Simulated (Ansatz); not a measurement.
Runs of Ansatz 0.2.0 on TePb. It takes space group Fm-3m (No. 225, cubic). The conventional cell has a = 6.462 Å, b = 6.462 Å, c = 6.462 Å, α = 90.00°, β = 90.00°, γ = 90.00°. Pb (site symmetry m-3m) is surrounded by 6 Te at 3.23 Å. Around Te (site symmetry m-3m) lie 6 Pb at 3.23 Å. 

```tsv
task	level	cell	k mesh	smearing	points for each segment of the path	mesh quality	gap on the mesh (eV)	pressure (GPa)	relaxed volume (Å³/atom)
single point	PBE	as given	7 × 7 × 7	gaussian 0.023 eV	-	not flagged	-	2.1	-
relaxation of cell and atoms	revPBE	relaxed	7 × 7 × 7	fermi-dirac 0.05 eV	-	not flagged	-	0.0	36.43
single point	PBE	as given	7 × 7 × 7	gaussian 0.015 eV	-	not flagged	-	2.1	-
relaxation of cell and atoms	PBEsol0	relaxed	4 × 4 × 4	fermi-dirac 0.05 eV	-	coarse	1.62	0.0	(a)
band structure	RPBE	as given	7 × 7 × 7	fermi-dirac 0.05 eV	14	not flagged	-	3.6	-
relaxation of cell and atoms	RPBE	relaxed	7 × 7 × 7	fermi-dirac 0.05 eV	-	not flagged	-	0.0	(b)
band structure	PBEsol0	as given	4 × 4 × 4	fermi-dirac 0.05 eV	4	coarse	1.65	-0.5	-
single point	PBE	as given	7 × 7 × 7	gaussian 0.021 eV	-	not flagged	-	2.1	-
```

Alike in all rows: potentials or basis Ansatz PAW; no spin polarisation; cutoff (eV) 420.

**Question.** Fill in the values left out.

**Answer.** (a) 33.33; (b) 36.84.

Caveats: some runs use coarse meshes; the PAW data sets come from PBE, with cores solved anew for the run's functional, which leaves a small shift of forces and pressure (some runs); the plane-wave basis is chosen anew once the cell has moved, so the energies of steps on either side of that aren't comparable (some runs); spin-orbit coupling is left out, which as a rule narrows the gap of such compounds by several tenths of an eV (some runs); spin-orbit coupling is left out, which moves the levels of the heavy elements (some runs); the thresholds are loose for stress (some runs).

A k mesh can miss the band edges, and the runs leave out spin-orbit coupling on Pb, Te.
